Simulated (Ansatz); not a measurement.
**InSe and the effect of the functional**

Space group C2/m (No. 12). a = 11.653 Å, b = 4.109 Å, c = 5.073 Å, α = 90.00°, β = 109.86°, γ = 90.00°
```
atom  site  symmetry       x       y       z
  In    4i         m  0.3882  0.5000  0.0468
  Se    4i         m  0.1609  0.5000  0.6690
```

The cell comes from a database or a generator and needn't be the stable form of this composition.

Kept alike: task equation of state; k mesh 7 × 7 × 6; occupations fermi-dirac, width 0.05 eV; no spin polarisation. Program: Ansatz, Ansatz PAW. Cutoffs run from 420 to 500 eV. The mesh is that of the run's cell of 4 atoms. No spin-orbit coupling.

```csv
functional,volume (Å³/atom),bulk modulus (GPa)
LDA,27.046,58.4
PBEsol,27.913,53.5
r2SCAN,28.498,54.2
```

Volume and modulus come from cells scaled at fixed shape and fractions; off cubic symmetry such a modulus can lie above the relaxed one. All rows use potentials made for PBE.

The volume runs from 27.046 (LDA) to 28.498 Å³/atom (r2SCAN). The bulk modulus runs from 53.5 (PBEsol) to 58.4 GPa (LDA).
